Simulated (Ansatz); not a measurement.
# Phases of Zn at 6.7 GPa

Structure types of Zn are relaxed in primitive cells with their symmetry kept at 6.7 GPa, first on PAW files, then by LAPW. The enthalpy is E + pV at zero temperature, without zero-point motion. Only the types listed were tried, and differences under about 5 meV/atom are mesh noise.

Computed with Ansatz 0.2.0; functional PBE, scalar-relativistic. Settings: Fermi–Dirac smearing of 0.1 eV, no spin polarisation. Methods: LAPW: all electrons, basis error target 0.5 meV/atom; PAW: frozen-core files, cutoff 420 eV.

k meshes: fcc 17×17×17, bcc 18×18×18, hcp 16×16×9, sc 15×15×15, omega 9×9×12, beta tin 17×17×17.

| start type | ends as | a, b, c (Å) | V (Å³/atom) | H − H(lowest), LAPW (meV/atom) |
| --- | --- | --- | --- | --- |
| fcc | fcc, Fm-3m | 3.829, 3.829, 3.829 | 14.03 | 28.9 |
| bcc | bcc, Im-3m | 3.048, 3.048, 3.048 | 14.15 | ? |
| hcp | hcp, P6_3/mmc | 2.614, 2.614, 4.718 | 13.96 | 0.0 |
| sc | sc, Pm-3m | 2.538, 2.538, 2.538 | 16.36 | 347.5 |
| omega | omega, P6/mmm | 4.332, 4.332, 2.642 | 14.31 | 116.7 |
| beta tin | beta tin, I4_1/amd | 5.012, 5.012, 2.494 | 15.66 | ? |

**Question.** Fill in "H − H(lowest), LAPW (meV/atom)" for the row "beta tin".

**Answer.** 267.9.

**Question.** What belongs in the row "bcc", column "H − H(lowest), LAPW (meV/atom)"?

**Answer.** 100.2.

**Question.** Split the lead of hcp over fcc into energy and pV.

**Answer.** For fcc less hcp: ΔE = +26.0 meV/atom, and p·ΔV = 6.7 GPa × +0.0685 Å³ × 6.242 meV/(GPa·Å³) = +2.9 meV/atom, together 28.9 meV/atom. hcp wins on both counts.
